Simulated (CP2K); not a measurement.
Write the native input for CP2K 2026.2 that does the following.

* Task: relaxation of cell and atoms
* Functional: LDA
* Potentials or basis: GTH_POTENTIALS Cu GTH-PADE-q11, Al GTH-PADE-q3; TZVP-MOLOPT-PBE-GTH basis
* Density cutoff: 6123 eV
* k mesh: 5 × 5 × 7
* Occupations: fermi-dirac, width 0.05 eV
* Spin: no spin polarisation
* SCF solver: diagonalisation with k points
* Quickstep method: GPW
* EPS_DEFAULT: 1.0E-10
* EPS_SCF: 1.0E-6
* MAX_SCF: 100
* SCF_GUESS: ATOMIC
* Mesh centred on Gamma: yes
* CHOLESKY: OFF
* EPS_EIGVAL: 1.0E-7
* MIXING METHOD: BROYDEN_MIXING
* MIXING ALPHA: 0.4
* NBUFFER: 8
* NGRIDS: 5
* EXTRAPOLATION: USE_PREV_P
* Basis sets: Cu TZVP-MOLOPT-PBE-GTH-q11, Al TZVP-MOLOPT-PBE-GTH-q3
* Potentials: Cu GTH-PADE-q11 of GTH_POTENTIALS, Al GTH-PADE-q3 of GTH_POTENTIALS
* ADDED_MOS: [15]
* Optimiser: BFGS
* Most steps: 40
* KEEP_SPACE_GROUP: yes
* Force threshold (eV/A): 0.02 eV/Å
* PRESSURE_TOLERANCE (bar): 500 bar
* Target pressure (GPa): 0 GPa
* REL_CUTOFF (Ry): 60 Ry
* MIXING BETA (1/bohr): 1.5 1/bohr
* CUTOFF of the grids: 450 Ry

Crystal: Al2Cu.

```
Cu Al
1.0
     4.10518    0.00000    0.00000
     0.00000    4.10518    0.00000
     0.00000    0.00000    2.89131
Cu Al
1 2
Direct
  0.00000 0.00000 0.00000
  0.00000 0.50000 0.50000
  0.50000 0.00000 0.50000
```

The cell comes from a database or a generator and needn't be the stable form of this composition.

The input as run:

al2cu_vcrelax.inp

```
&GLOBAL
  PROJECT al2cu_vcrelax
  RUN_TYPE CELL_OPT
  PRINT_LEVEL LOW
&END GLOBAL
&FORCE_EVAL
  METHOD QS
  STRESS_TENSOR ANALYTICAL
  &DFT
    BASIS_SET_FILE_NAME BASIS_MOLOPT_UZH
    POTENTIAL_FILE_NAME GTH_POTENTIALS
    &MGRID
      CUTOFF 450
      REL_CUTOFF 60
      NGRIDS 5
    &END MGRID
    &QS
      METHOD GPW
      EPS_DEFAULT 1.0E-10
      EXTRAPOLATION USE_PREV_P
    &END QS
    &KPOINTS
      SCHEME MONKHORST-PACK 5 5 7
      GAMMA_CENTERED T
    &END KPOINTS
    &SCF
      SCF_GUESS ATOMIC
      EPS_SCF 1.0E-6
      MAX_SCF 100
      ADDED_MOS 15
      CHOLESKY OFF
      EPS_EIGVAL 1.0E-7
      &DIAGONALIZATION ON
        ALGORITHM STANDARD
      &END DIAGONALIZATION
      &MIXING ON
        METHOD BROYDEN_MIXING
        ALPHA 0.4
        BETA 1.5
        NBUFFER 8
      &END MIXING
      &SMEAR ON
        METHOD FERMI_DIRAC
        ELECTRONIC_TEMPERATURE 580.23
      &END SMEAR
    &END SCF
    &XC
      &XC_FUNCTIONAL
        &LDA_X
        &END LDA_X
        &LDA_C_PW
        &END LDA_C_PW
      &END XC_FUNCTIONAL
    &END XC
    &PRINT
      &KPOINTS ON
      &END KPOINTS
      &MULLIKEN ON
        &EACH
          CELL_OPT 0
        &END EACH
        ADD_LAST NUMERIC
      &END MULLIKEN
      &MO ON
        ENERGIES T
        OCCUPATION_NUMBERS T
        &EACH
          QS_SCF 0
          CELL_OPT 0
        &END EACH
        ADD_LAST NUMERIC
      &END MO
    &END PRINT
  &END DFT
  &SUBSYS
    &CELL
      A 4.1051820000 0.0000000000 0.0000000000
      B 0.0000000000 4.1051820000 0.0000000000
      C 0.0000000000 0.0000000000 2.8913130000
      PERIODIC XYZ
    &END CELL
    &COORD
      Cu  0.0000000000 0.0000000000 0.0000000000
      Al  0.0000000000 2.0525910000 1.4456565000
      Al  2.0525910000 0.0000000000 1.4456565000
    &END COORD
    &KIND Cu
      BASIS_SET TZVP-MOLOPT-PBE-GTH-q11
      POTENTIAL GTH-PADE-q11
    &END KIND
    &KIND Al
      BASIS_SET TZVP-MOLOPT-PBE-GTH-q3
      POTENTIAL GTH-PADE-q3
    &END KIND
    &PRINT
      &ATOMIC_COORDINATES ON
      &END ATOMIC_COORDINATES
      &CELL ON
      &END CELL
    &END PRINT
  &END SUBSYS
  &PRINT
    &FORCES ON
    &END FORCES
    &STRESS_TENSOR ON
    &END STRESS_TENSOR
  &END PRINT
&END FORCE_EVAL
&MOTION
  &CELL_OPT
    OPTIMIZER BFGS
    MAX_ITER 40
    MAX_FORCE [eV*angstrom^-1] 0.02
    RMS_FORCE [eV*angstrom^-1] 0.02
    MAX_DR 1.0E-2
    RMS_DR 1.0E-2
    EXTERNAL_PRESSURE [bar] 0.0
    PRESSURE_TOLERANCE [bar] 500
    KEEP_SPACE_GROUP T
  &END CELL_OPT
  &PRINT
    &TRAJECTORY ON
    &END TRAJECTORY
    &CELL ON
    &END CELL
    &FORCES ON
    &END FORCES
    &STRESS ON
    &END STRESS
    &RESTART OFF
    &END RESTART
    &RESTART_HISTORY OFF
    &END RESTART_HISTORY
  &END PRINT
&END MOTION
```

Potentials or basis: GTH_POTENTIALS Cu GTH-PADE-q11, Al GTH-PADE-q3; TZVP-MOLOPT-PBE-GTH basis.

Run with:

```sh
$ OMP_NUM_THREADS=1 cp2k.psmp -i al2cu_vcrelax.inp -o al2cu_vcrelax.out
```

Results of the run:

```json
{"Relaxed volume": "15.37 Å³/atom", "Relaxed cell": "a = 4.056 Å, b = 4.056 Å, c = 2.803 Å, α = 90.00°, β = 90.00°, γ = 90.00°", "Space group after relaxing (to 0.05 Å)": "P4/mmm (No. 123)", "Energy gained by relaxing": "14.7 meV/atom", "Ionic steps": "6", "Pressure after relaxing": "0.0 GPa", "Band gap on the k mesh": "none (metal or under the smearing width)", "Mulliken charges": "Cu -0.89; Al +0.45 e"}
```

Caveat: Mulliken charges move with the basis; the basis of atomic orbitals isn't converged, which shifts pressures, moduli and gaps.

Run time: 3.6 min on 1 thread of Arm Neoverse V2 (shared host), peak memory 0.4 GiB.
